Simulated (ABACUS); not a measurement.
InP:

```
In P
1.0
     0.00000    2.93050    2.93050
     2.93050    0.00000    2.93050
     2.93050    2.93050    0.00000
In P
1 1
Direct
  0.00000 0.00000 0.00000
  0.75000 0.75000 0.75000
```

| Property | Result |
| --- | --- |
| Program | ABACUS 3.10.1 |
| Task | relaxation of cell and atoms |
| Functional | PBE |
| Potentials or basis | SPMS ONCV 1.0 PBE |
| Cutoff | 1361 eV |
| Density cutoff | 5442 eV |
| Basis | DZP LCAO (the cutoffs set its grid) |
| k mesh | 7 × 7 × 7 |
| Occupations | fermi-dirac, width 0.05 eV |
| Spin | no spin polarisation |

At the start: pressure 4.4 GPa; volume 25.17 Å³/atom.

How do energy, volume and symmetry change on relaxing?

Over 12 steps the energy falls by 21.6 meV/atom and the volume is 26.90 Å³/atom (+6.9 %); space group F-43m (No. 216, to 0.05 Å).

Step by step:
```csv
step,energy change (eV),largest force (eV/Å),pressure (GPa),volume (Å³)
1,0.0000,0.0000,4.42,50.33
2,-0.0132,0.0000,3.61,50.86
3,-0.0309,0.0000,2.24,51.84
4,-0.0422,0.0000,0.64,53.12
5,-0.0411,0.0000,-0.87,54.52
6,-0.0412,0.0000,-0.84,54.49
7,-0.0415,0.0000,-0.78,54.43
8,-0.0419,0.0000,-0.69,54.34
9,-0.0424,0.0000,-0.58,54.23
10,-0.0428,0.0000,-0.45,54.10
11,-0.0431,0.0000,-0.29,53.96
12,-0.0433,0.0000,-0.13,53.80
```

Final structure:
```
CELL_PARAMETERS angstrom
0.00000 2.99636 2.99636
2.99636 0.00000 2.99636
2.99636 2.99636 0.00000
ATOMIC_POSITIONS crystal
In 0.00000 0.00000 0.00000
P 0.75000 0.75000 0.75000
```

Caveat: the atomic orbitals were generated for these runs and aren't a published set; the basis of atomic orbitals isn't converged, which shifts pressures, moduli and gaps.
